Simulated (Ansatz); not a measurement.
Theory: DFT PBE, scalar-relativistic, plane waves, PAW in Ansatz. All cells share a 420 eV cutoff and Γ-centred k meshes spaced at most about 0.3 Å⁻¹ (2π included). No spin polarisation.

All energies are static (0 K, no zero-point motion).

Two forms of ZrSi3O8 were relaxed alike.

A.

```yaml
crystal:
  lattice:
    - [5.50055, 0.00000, 0.00000]
    - [0.00000, 5.50055, 0.00000]
    - [0.00000, 0.00000, 8.03135]
  atoms:
    - { symbol: Zr, position: [0.50000, 0.50000, 0.50000] }
    - { symbol: Si, position: [0.00000, 0.50000, 0.78045] }
    - { symbol: Si, position: [0.50000, 0.00000, 0.21955] }
    - { symbol: Si, position: [0.00000, 0.00000, 0.00000] }
    - { symbol: O, position: [0.00000, 0.74914, 0.89142] }
    - { symbol: O, position: [0.50000, 0.23393, 0.34183] }
    - { symbol: O, position: [0.23393, 0.50000, 0.65817] }
    - { symbol: O, position: [0.74914, 0.00000, 0.10858] }
    - { symbol: O, position: [0.00000, 0.25086, 0.89142] }
    - { symbol: O, position: [0.50000, 0.76607, 0.34183] }
    - { symbol: O, position: [0.76607, 0.50000, 0.65817] }
    - { symbol: O, position: [0.25086, 0.00000, 0.10858] }
```

B.

```yaml
crystal:
  lattice:
    - [3.76233, -3.83070, 0.00000]
    - [3.76233, 3.83070, 0.00000]
    - [-0.00505, 0.00000, 7.60723]
  atoms:
    - { symbol: Zr, position: [0.22973, 0.77027, 0.00000] }
    - { symbol: Si, position: [0.77322, 0.22678, 0.50000] }
    - { symbol: Si, position: [0.72508, 0.72594, 0.73042] }
    - { symbol: Si, position: [0.27406, 0.27492, 0.26958] }
    - { symbol: O, position: [0.28820, 0.56513, 0.20889] }
    - { symbol: O, position: [0.01054, 0.21187, 0.36798] }
    - { symbol: O, position: [0.79234, 0.48998, 0.60557] }
    - { symbol: O, position: [0.89181, 0.71801, 0.91022] }
    - { symbol: O, position: [0.78813, 0.98946, 0.63202] }
    - { symbol: O, position: [0.51002, 0.20766, 0.39443] }
    - { symbol: O, position: [0.28199, 0.10819, 0.08978] }
    - { symbol: O, position: [0.43487, 0.71180, 0.79111] }
```

Question: Which is lower in energy, and by how much?

Answer: B is lower, by 14 meV/atom. A has space group P-4m2 (No. 115), 20.2 Å³/atom and a gap of 4.66 eV on its mesh; B has space group C2 (No. 5), 18.3 Å³/atom and a gap of 5.19 eV. Counting O atoms around Si and Zr (those within 1.25 times the shortest such distance or 1.15 times the sum of covalent radii, 1.27 where that leaves under three), A and B both have Zr 4, Si 4. The denser one is the lower, and pressure would at first widen the difference. Both come from invented guesses. Shaken at random and relaxed again, A falls into B, 14 meV/atom lower, so it is a saddle point or a shallow minimum. Checks on B: no imaginary mode at Γ (other wave vectors untested).

Kohn–Sham gaps at this level usually fall short of measured ones. Cells without such a test can be saddle points.
